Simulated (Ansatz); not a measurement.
## Cu under changes of volume

One of the cells (11.458 Å³/atom); the others are scaled copies at fixed shape and fractional positions:

```
CELL_PARAMETERS angstrom
-1.44279 1.44279 1.37608
1.44279 -1.44279 1.37608
1.44279 1.44279 -1.37608
ATOMIC_POSITIONS crystal
Cu 0.00000 0.00000 0.00000
```

This isn't the form of Cu at room conditions, which is fcc.

| Property | Result |
| --- | --- |
| Program | Ansatz 0.2.0 |
| Functional | PBEsol |
| Potentials or basis | Ansatz PAW earlier set |
| Cutoff | 700 eV (not typed: the program's choice for these potentials) |
| k mesh | 13 × 13 × 13 |
| Occupations | fermi-dirac, width 0.05 eV |
| Spin | no spin polarisation |

| volume (Å³/atom) | energy over the lowest point (meV/atom) | pressure (GPa) |
| --- | --- | --- |
| 10.771 | 17.10 | 10.1 |
| 11.000 | 5.82 | 5.8 |
| 11.229 | 0.35 | 2.0 |
| 11.458 | 0.00 | -1.4 |
| 11.687 | ? | ? |
| 11.916 | 12.39 | -7.0 |
| 12.146 | 24.11 | -9.3 |

Problem. What does the run at 11.687 Å³/atom give?

Solution. Energy over the lowest point 4.19 meV/atom; pressure -4.4 GPa.

Worked out: A Birch-Murnaghan fit of order 3 (a polynomial in V^(-2/3)) to the other rows has its minimum at 11.36 Å³/atom with B0 = V·E''(V) = 166 GPa and B' = 5.3 at fixed shape and positions, which overstates the stiffness. It gives 4.20 meV/atom at 11.687 Å³/atom, against the run's 4.19, and -dE/dV = -4.4 GPa, against -4.4.

Energies are extrapolated to zero smearing.

Caveats: the PAW data sets come from PBE, with cores solved anew for the run's functional, which leaves a small shift of forces and pressure.
